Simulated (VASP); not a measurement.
# CoSi (P6/mmm) in VASP: relaxation of cell and atoms with PBE

Aim: the relaxation of cell and atoms of CoSi with PBE.

All numbers are computed with VASP 6.6.1; they aren't measurements. Logs are shortened: lines on timing, memory, paths and dates and some standing lists are left out, and cuts for length are marked.

### Step 1. Starting point

Symmetry: P6/mmm, No. 191, hexagonal system. The conventional cell has a = 2.885 Å, b = 2.885 Å, c = 3.506 Å, α = 90.00°, β = 90.00°, γ = 120.00°. Co (site symmetry 6/mmm) has 2 Si at 1.75 Å as nearest neighbours. Around Si (site symmetry 6/mmm) lie 2 Co at 1.75 Å.

The cell was built by a generator and needn't be a form met in nature.

### Step 2. Relaxation of cell and atoms, PBE, collinear spin, ferromagnetic start

The input, INCAR:

```
PREC     = Normal         # precision mode
ENCUT    = 520            # plane-wave cutoff, eV
EDIFF    = 1E-4           # SCF threshold, eV
ISMEAR   = 0              # smearing method
SIGMA    = 0.15           # smearing width, eV
LREAL    = F              # projectors in reciprocal space
LASPH    = T              # aspherical terms in the spheres
NELM     = 60             # most SCF steps
ALGO     = Fast           # electronic algorithm
ISIF     = 3              # what is computed and relaxed
LWAVE    = F              # write WAVECAR
LCHARG   = F              # write CHGCAR
ISPIN    = 2              # spin polarisation
MAGMOM   = 2 0            # initial moments
LORBIT   = 11             # projections on sites
LMAXMIX  = 4              # l up to which the mixer works
GGA      = PE             # functional
IBRION   = 2              # ionic algorithm
NSW      = 24             # ionic steps
EDIFFG   = -0.08          # ionic threshold
```

The input, KPOINTS:

```
regular mesh
0
Gamma
  8 8 6
```

The input, POSCAR:

```
CoSi
1.0
    2.8852910100      0.0000000000      0.0000000000
   -1.4426455000      2.4987353100      0.0000000000
    0.0000000000      0.0000000000      3.5063925200
Co Si
1 1
Direct
    0.0000000000      0.0000000000      0.0000000000
    0.0000000000      0.0000000000      0.5000000000
```

Potentials or basis: VASP PAW PBE potentials, release 64 (Co, Si).

Started as:

```sh
$ cat potpaw_PBE.64/Co/POTCAR potpaw_PBE.64/Si/POTCAR > POTCAR
$ mpirun -np 1 vasp_std > vasp.out
```

OUTCAR:

```text
PREC = Normal
   ENCUT = 520
   EDIFF = 1E-4
   ISMEAR = 0
   LREAL = F
   LASPH = T
   NELM = 60
   ISIF = 3
   ISPIN = 2
   LORBIT = 11
   GGA = PE
   IBRION = 2
   NSW = 24
   EDIFFG = -0.08

 ion  position               nearest neighbor table
   1  0.000  0.000  0.000-   2 1.75   2 1.75
   2  0.000  0.000  0.500-   1 1.75   1 1.75

  LATTYP: Found a hexagonal cell.
 ALAT       =     2.8852910100
 C/A-ratio  =     1.2152647715

  Lattice vectors:

 A1 = (   2.8852910100,   0.0000000000,   0.0000000000)
 A2 = (  -1.4426455000,   2.4987353100,   0.0000000000)
 A3 = (   0.0000000000,   0.0000000000,   3.5063925200)

Analysis of symmetry for initial positions (statically):
=====================================================================
 Subroutine PRICEL returns:
 Original cell was already a primitive cell.

 Routine SETGRP: Setting up the symmetry group for a
 hexagonal supercell.

 Subroutine GETGRP returns: Found 24 space group operations
 (whereof 24 operations were pure point group operations)
 out of a pool of 24 trial point group operations.

The static configuration has the point symmetry D_6h.

Analysis of symmetry for dynamics (positions and initial velocities):
=====================================================================
 Subroutine PRICEL returns:
 Original cell was already a primitive cell.

 Routine SETGRP: Setting up the symmetry group for a
 hexagonal supercell.

 Subroutine GETGRP returns: Found 24 space group operations
 (whereof 24 operations were pure point group operations)
 out of a pool of 24 trial point group operations.

The dynamic configuration has the point symmetry D_6h.

Analysis of structural, dynamic, and magnetic symmetry:
=====================================================================
 Subroutine PRICEL returns:
 Original cell was already a primitive cell.

 Routine SETGRP: Setting up the symmetry group for a
 hexagonal supercell.

 Subroutine GETGRP returns: Found 24 space group operations
 (whereof 24 operations were pure point group operations)
 out of a pool of 24 trial point group operations.

The overall configuration has the point symmetry D_6h.

 Subroutine INISYM returns: Found 24 space group operations
 (whereof 24 operations are pure point group operations),
 and found     1 'primitive' translations

[... 112 lines left out ...]
   IMIX   =      4    mixing-type and parameters
     AMIX     =   0.40;   BMIX     =  1.00
     AMIX_MAG =   1.60;   BMIX_MAG =  1.00
  volume/ion in A,a.u.               =      12.64        85.30
  Fermi-wavevector in a.u.,A,eV,Ry     =   1.311593  2.478552 23.405785  1.720277
  Thomas-Fermi vector in A             =   2.442044
   LORBIT       =     11    0 simple, 1 ext, 2 COOP (PROOUT), +10 PAW based schemes
   GGA     = PE    functional components
   LHFCALC =     F    Hartree Fock is set to
   AEXX    =    0.0000 exact exchange contribution
   IVDW    =     0    specifies the selected vdW correction
   LEPSILON=     F    determine dielectric tensor
   LRPA    =     F    only Hartree local field effects (RPA)
 conjugate gradient relaxation of ions
 spin polarized calculation
 RMM-DIIS sequential band-by-band and
 Gauss-broadening in eV      SIGMA  =   0.15
  energy-cutoff  :      520.00
  volume of cell :       25.28
 maximum number of plane-waves:       721
   NGX = 11   NGY = 11   NGZ = 13

--------------------------------------- Ionic step        1  -------------------------------------------

 number of electron      13.0000011 magnetization       0.3642121

 Free energy of the ion-electron system (eV)
  ---------------------------------------------------
  ext. energy  EPLUGINS =         0.00000000
  ---------------------------------------------------
  free energy    TOTEN  =        -7.55735753 eV

  energy without entropy =       -7.53557666  energy(sigma->0) =       -7.54646710

------------------------ aborting loop because EDIFF is reached ----------------------------------------

  FORCE on cell =-STRESS in cart. coord.  units (eV):
  Direction    XX          YY          ZZ          XY          YZ          ZX
  --------------------------------------------------------------------------------------
  -------------------------------------------------------------------------------------
  Total       -2.4620548     -2.4620548     39.8134460     -0.0000000      0.0000000      0.0000000
  in kB     -156.0407000   -156.0406997   2523.3061363     -0.0000003      0.0000000      0.0000000
  external PRESSURE =     737.0749122 kB  Pullay stress =       0.0000000 kB
[... 1458 lines left out ...]
  band No.  band energies     occupation
      1       1.3971      1.00000
      2       6.1671      1.00000
      3       7.7452      1.00000
      4       8.2482      1.00000
      5       9.0895      1.00000
      6       9.9280      1.00000
      7      10.7967      0.00265
      8      10.9833      0.00000
      9      16.0530      0.00000
     10      18.3477      0.00000
     11      18.5751      0.00000

 [... further k-points ...]

[... ionic steps 4 to 17 ...]

--------------------------------------- Ionic step       18  -------------------------------------------

 number of electron      13.0000027 magnetization       0.0910199

------------------------ aborting loop because EDIFF is reached ----------------------------------------
[... 67 lines left out ...]
--------------------------------------- Ionic step       20  -------------------------------------------

 number of electron      13.0000047 magnetization       0.1991099

 Free energy of the ion-electron system (eV)
  ---------------------------------------------------
  ext. energy  EPLUGINS =         0.00000000
  ---------------------------------------------------
  free energy    TOTEN  =       -11.41559468 eV

  energy without entropy =      -11.39152907  energy(sigma->0) =      -11.40356188

 E-fermi :   9.8032     XC(G=0): -12.0578

 val. band max:        9.7201359829   @ k =   0.1250   0.1250   0.0000
 cond. band min:       9.8033622913   @ k =   0.1250   0.0000   0.5000
 fundamental gap:      0.0832263084
 Fermi energy:         9.8031672761
[... 707 lines left out ...]
  FREE ENERGIE OF THE ION-ELECTRON SYSTEM (eV)
  ---------------------------------------------------
  free  energy   TOTEN  =       -11.4155946846 eV

  energy  without entropy=      -11.3915290666  energy(sigma->0) =      -11.40356188

 reached required accuracy - stopping structural energy minimisation

 total charge

# of ion       s       p       d       tot
------------------------------------------
    1        0.471   0.407   7.400   8.279
    2        0.822   0.800   0.000   1.622
--------------------------------------------------
tot          1.293   1.207   7.400   9.900

 magnetization (x)

# of ion       s       p       d       tot
------------------------------------------
    1       -0.001  -0.001   0.223   0.220
    2       -0.003  -0.003   0.000  -0.006
--------------------------------------------------
tot         -0.004  -0.004   0.223   0.214
```

Run time: 66 s. Hardware: 1 thread of Intel Xeon 6975P-C (Granite Rapids), shared host; peak memory 0.14 GiB.

What came out:

```
Free energy                                           : -11.4156 eV
Relaxed volume                                        : 12.72 Å³/atom
Relaxed cell                                          : a = 2.538 Å, b = 2.538 Å, c = 4.563 Å, α = 90.00°, β = 90.00°, γ = 120.00°
Space group after relaxing (to 0.05 Å)                : P6/mmm (No. 191)
Energy gained by relaxing                             : 1929.1 meV/atom
Ionic steps                                           : 20
Pressure after relaxing                               : -0.8 GPa
Band gap on the k mesh                                : none (metal or under the smearing width)
Net moment                                            : 0.20 μB per cell
Site moments                                          : Co +0.22; Si -0.01 μB
Valence electrons inside the program's atomic spheres : Co 8.28; Si 1.62
```

Stress tensor (GPa, compression positive):
```
-0.89  0.00  0.00
 0.00 -0.89  0.00
 0.00  0.00 -0.77
```

Step by step:
| step | energy change (eV) | largest force (eV/Å) | pressure (GPa) | volume (Å³) |
| --- | --- | --- | --- | --- |
| 1 | 0.0000 | 0.0000 | 73.71 | 25.28 |
| 2 | -0.1205 | 0.0000 | -25.05 | 43.85 |
| 3 | -3.2695 | 0.0000 | -15.50 | 33.12 |
| 4 | -3.4168 | 0.0000 | -16.82 | 32.41 |
| 5 | -3.3900 | 0.0000 | 3.68 | 28.93 |
| 6 | -3.5689 | 0.0000 | -11.78 | 31.12 |
| 7 | -3.5894 | 0.0000 | -5.71 | 30.27 |
| 8 | -3.5925 | 0.0000 | -9.21 | 30.55 |
| 9 | -3.5927 | 0.0000 | -8.75 | 30.45 |
| 10 | -3.7651 | 0.0000 | -3.74 | 27.56 |
| 11 | -3.7899 | 0.0000 | 8.71 | 24.15 |
| 12 | -3.8164 | 0.0000 | 4.78 | 25.33 |
| 13 | -3.8554 | 0.0000 | 1.94 | 25.25 |
| 14 | -3.8559 | 0.0000 | 2.55 | 25.26 |
| 15 | -3.8559 | 0.0000 | 1.09 | 25.26 |
| 16 | -3.8560 | 0.0000 | 5.07 | 25.26 |
| 17 | -3.8337 | 0.0000 | -4.10 | 26.70 |
| 18 | -3.8532 | 0.0000 | -4.83 | 26.03 |
| 19 | -3.8581 | 0.0000 | -3.53 | 25.64 |
| 20 | -3.8582 | 0.0000 | -0.85 | 25.45 |

Final structure:
```
Co Si
1.0
     2.53778    0.00000    0.00000
    -1.26889    2.19778    0.00000
     0.00000    0.00000    4.56279
Co Si
1 1
Direct
  0.00000 0.00000 0.00000
  0.00000 0.00000 0.50000
```

Caveat: the relaxation stopped at a loose force limit of 0.08 eV/Å, so its end isn't a converged minimum.
